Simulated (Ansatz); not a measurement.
# Pressure against volume: Sn

```
Sn
1.0
     0.00000    3.24560    3.24560
     3.24560    0.00000    3.24560
     3.24560    3.24560    0.00000
Sn
2
Direct
  0.50000 0.50000 0.50000
  0.75000 0.75000 0.75000
```

The cell is COD entry 9008568, as deposited and not checked against the literature; nothing was relaxed.

No spin–orbit coupling, which matters for the heavy atoms here.

All numbers are computed: DFT, PBE, all-electron LAPW, scalar-relativistic (Ansatz 0.2.0); DFT, PBE, PAW with Ansatz's default frozen-core files, scalar-relativistic (Ansatz 0.2.0).

For LAPW: a Γ-centred 9×9×9 k mesh, Fermi–Dirac smearing of 0.03 eV, basis error target 0.25 meV/atom, no spin polarisation. PAW takes a cutoff of 420 eV at this cell. The Ansatz runs share mesh, smearing and spin set-up. Plane-wave (PAW) pressures include the program's estimate of the Pulay term.

The cell above is scaled evenly, with fractional coordinates and shape held.

```tsv
V/V(cell)	V (Å³/atom)	P, LAPW (GPa)	P, PAW (GPa)	free energy over the lowest listed, PAW (meV/atom)
0.9400	32.138	6.81	6.81	86.3
0.9405	32.155	6.77	6.78	85.6
0.9600	32.821	5.47	5.47	60.1
0.9700	33.163	4.85	4.86	49.1
0.9800	33.505	4.27	4.27	39.4
0.9900	33.847	3.72	3.72	30.9
1.0000	34.189	3.19	3.20	23.5
1.0100	34.531	2.70	2.70	17.2
1.0200	34.873	2.23	2.24	11.9
1.0300	35.215	1.79	1.80	7.6
1.0400	35.556	1.38	1.38	4.2
1.0600	36.240	0.62	0.62	0.0
```
